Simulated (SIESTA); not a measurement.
Band structure of GeO2 (P4_2/mnm, 6 atoms in the cell).

```yaml
crystal:
  lattice:
    - [4.33035, 0.00000, 0.00000]
    - [0.00000, 4.33035, 0.00000]
    - [0.00000, 0.00000, 2.82301]
  atoms:
    - { symbol: Ge, position: [0.50000, 0.50000, 0.50000] }
    - { symbol: Ge, position: [0.00000, 0.00000, 0.00000] }
    - { symbol: O, position: [0.69423, 0.69423, 0.00000] }
    - { symbol: O, position: [0.30577, 0.30577, 0.00000] }
    - { symbol: O, position: [0.80577, 0.19423, 0.50000] }
    - { symbol: O, position: [0.19423, 0.80577, 0.50000] }
```

Computed with GGA PBE, numerical atomic orbitals DZP, PseudoDojo PBE standard norm-conserving potentials (rewritten from UPF to PSML) (SIESTA).

Settings: XC.functional = GGA; XC.authors = PBE; potentials = PseudoDojo PBE standard; PAO.BasisSize = DZP; PAO.EnergyShift = 0.01 Ry; MeshCutoff = 400 Ry; kgrid.MonkhorstPack = 4 4 6; OccupationFunction = FD; ElectronicTemperature = 50 meV; MaxSCFIterations = 150; SCF.Mixer.Method = Pulay; SCF.Mixer.Weight = 0.1; SCF.Mixer.History = 8; SCF.DM.Tolerance = 1.0E-05.

The starting cell comes from a database of computed structures (which also holds hypothetical and non-ambient phases and stackings), without a prior relaxation at this level. Its lattice was rescaled by a random factor within 2.5 % of one. Values carry the incompleteness of an atom-centred basis.

**Question.** Predict the gap along the standard path and the places of the band edges.

**Answer.** The gap along the path is 2.23 eV, direct at Γ to within 0.01 eV.

Levels in eV from the top of the valence band on the path, bands 23 to 27:
| point | 23 | 24 | 25 | 26 | 27 |
|---|---|---|---|---|---|
| Γ | -2.08 | -0.86 | -0.86 | 0.00 | 2.23 |
| X | -1.89 | -1.89 | -0.89 | -0.89 | 5.41 |
| M | -2.22 | -2.22 | -1.56 | -1.56 | 5.54 |
| Z | -2.47 | -2.47 | -1.99 | -1.99 | 6.56 |
| R | -1.49 | -1.49 | -1.44 | -1.44 | 6.83 |
| A | -1.43 | -1.43 | -1.20 | -1.20 | 4.94 |

Higher empty bands are left out: an atom-centred basis made for the valence describes them poorly.
